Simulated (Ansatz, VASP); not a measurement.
**SiO2 in VASP and in Ansatz**

```
CELL_PARAMETERS angstrom
5.04853 0.00000 0.00000
-2.52427 4.37216 0.00000
0.00000 0.00000 5.54864
ATOMIC_POSITIONS crystal
Si 0.00000 0.50000 0.33333
Si 0.50000 0.50000 0.66667
Si 0.50000 0.00000 0.00000
O 0.58886 0.79443 0.83333
O 0.79443 0.58886 0.50000
O 0.79443 0.20557 0.16667
O 0.41114 0.20557 0.83333
O 0.20557 0.41114 0.50000
O 0.20557 0.79443 0.16667
```

Alike in both runs: functional PBE; k mesh 6 × 6 × 4; occupations gaussian, width 0.02 eV; no spin polarisation.

Ansatz relaxed the structure, and its values are those at the end. VASP's run is a single point on that final structure, the one shown.

|  | VASP | Ansatz |
| --- | --- | --- |
| version | VASP 6.6.1 | Ansatz 0.2.0 |
| potentials or method | VASP PAW PBE potentials, release 64 (Si, O) | scalar-relativistic, plane waves, PAW |
| plane-wave cutoff (eV) | 520 | 420 |
| valence electrons in the cell | 48 | 48 |

|  | VASP | Ansatz | Ansatz less VASP |
| --- | --- | --- | --- |
| gap on the k mesh at the Fermi level (eV) | 5.68 | 5.68 | +0.002 |
| least direct gap on the mesh (eV) | 5.84 | 5.84 | -0.001 |
| pressure (GPa) | 4.1 | 4.0 | -0.12 |
| rms of the force components (eV/Å) | 0.006 | 0.000 | -0.0061 |

The functional is the same, so the differences come from potentials, cutoffs and numerics.

A k mesh can miss the band edges. Expect the measured gap to be larger: semilocal functionals such as PBE lack the derivative discontinuity.
